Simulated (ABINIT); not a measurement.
Nb:

```
Nb
1.0
    -1.66395    1.66395    1.66395
     1.66395   -1.66395    1.66395
     1.66395    1.66395   -1.66395
Nb
1
Direct
  0.00000 0.00000 0.00000
```

Base run:

| Quantity | Value |
| --- | --- |
| Program | ABINIT 10.8.3 (patched build) |
| Functional | BLYP |
| Potentials or basis | JTH PAW PBE v2.0 |
| Cutoff | 517 eV |
| k mesh | 11 × 11 × 11 |
| Occupations | fermi-dirac, width 0.05 eV |
| Spin | no spin polarisation |

Its results: band gap on the k mesh none (metal or under the smearing width); pressure 3.8 GPa.

Task: After a change of settings the same cell gave: band gap on the k mesh none (metal or under the smearing width); pressure -11.8 GPa. Which change was it?
A. functional from BLYP to WC
B. functional from BLYP to LDA
C. functional from BLYP to revPBE
D. functional from BLYP to PBEsol; potentials or basis from JTH PAW PBE v2.0 to PseudoDojo NC SR PBEsol v0.4.1 standard; cutoff from 517 eV to 1116 eV

Result: B.

LDA binds more tightly than BLYP, so the same cell stands under less pressure.

Caveats: the PAW data sets were made with another functional, which shifts forces and pressure a little.

Runs at the PBE level aren't shown here.
